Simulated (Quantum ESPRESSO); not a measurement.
BN and the effect of the choice of potentials or basis

Symmetry: P6_3/mmc, No. 194, hexagonal system. The conventional cell has a = 2.498 Å, b = 2.498 Å, c = 6.636 Å, α = 90.00°, β = 90.00°, γ = 120.00°. Around N (site symmetry -6m2) lie 3 B at 1.44 Å. Around B (site symmetry -6m2) lie 3 N at 1.44 Å.

Kept alike: task band structure; functional LDA; k mesh 12 × 12 × 4; occupations fermi-dirac, width 0.05 eV; no spin polarisation. Program: Quantum ESPRESSO. Cutoffs run from 612 to 1143 eV. The mesh is that of the run's cell of 4 atoms. No spin-orbit coupling.

| choice of potentials or basis | pressure (GPa) |
| --- | --- |
| GBRV 1.5 LDA | -2.08 |
| JTH 2.0 LDA | -3.43 |
| PseudoDojo 0.4.1 SR LDA standard | -2.91 |
| PseudoDojo 0.4.1 SR LDA stringent | -2.91 |

Pressure is positive in compression; the values hold the error of the finite cutoff, so their zero can differ a little from the energy's minimum.

Question: What does the choice of potentials or basis change here?

Answer: The pressure runs from -3.43 (JTH 2.0 LDA) to -2.08 GPa (GBRV 1.5 LDA).
